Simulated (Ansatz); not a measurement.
CaO (zincblende), relaxed with r2SCAN in Ansatz 0.2.0. It is cubic, F-43m (No. 216); conventional cell a = 5.213 Å, 17.71 Å³ an atom. Around Ca lie 4 O at 2.26 Å; around O lie 4 Ca at 2.26 Å.

The axes x, y and z are those of this cell:
```yaml
crystal:
  lattice:
    - [0.00000, 2.60673, 2.60673]
    - [2.60673, 0.00000, 2.60673]
    - [2.60673, 2.60673, 0.00000]
  atoms:
    - { symbol: Ca, position: [0.00000, 0.00000, 0.00000] }
    - { symbol: O, position: [0.25000, 0.25000, 0.25000] }
```

Unstrained: With PBE the valence top lies at W and the conduction bottom at Γ, 3.333 eV higher; the smallest vertical gap, at Γ, is 3.954 eV. The r2SCAN gap is indirect, 3.759 eV (W to Γ), below the direct gap of 4.375 eV at Γ. HSE06 gives an indirect gap of 4.728 eV, from X to Γ; the least direct gap is 5.346 eV at Γ. Meshes: PBE 8×8×8, r2SCAN 8×8×8, HSE06 6×6×6. Strains are changes of length per length, and xy shears are angles. After each strain the atoms were relaxed again with r2SCAN within the symmetry that the strain leaves, so tilts or polar shifts that break it weren't tested; points keep the names that they have in the unstrained zone. The cell comes from a prototype generator: it can be a known phase or a hypothetical one. Spin polarisation is off.

Problem. Estimate what biaxial -4.95 % in x and y, z held does to the gap.

Solution. PBE: the gap goes from 3.333 to 3.643 eV (+0.310 eV); the edges move from W → Γ to X → Γ. r2SCAN: the gap goes from 3.759 to 4.076 eV (+0.317 eV); the edges move from W → Γ to X → Γ. HSE06: the gap goes from 4.728 to 5.072 eV (+0.344 eV). The r2SCAN energy rises by 50.3 meV an atom.

Problem. One strain changed the r2SCAN stress by xx +0.41, yy +0.41, zz +0.03 GPa (compression positive) and the gap by -0.006 eV (PBE), -0.007 eV (r2SCAN), -0.010 eV (HSE06). Which kind of strain was it, and roughly how large?

Solution. Epitaxial -0.84 % in the xy plane, free normal strain +1.33 %. The pattern of the stress gives the kind; the size needs the stiffness, so it is an estimate.

Problem. One strain changed the r2SCAN stress by xx +0.01, yy +0.01, zz -0.25, xy -2.22 GPa (compression positive) and the gap by -0.071 eV (PBE), -0.072 eV (r2SCAN), -0.080 eV (HSE06). Which kind of strain was it, and roughly how large?

Solution. Xy shear, engineering strain (angle) +5.76 %. The pattern of the stress gives the kind; the size needs the stiffness, so it is an estimate.

The meshes of the hybrids are coarse, so their gaps aren't converged to the digits shown.
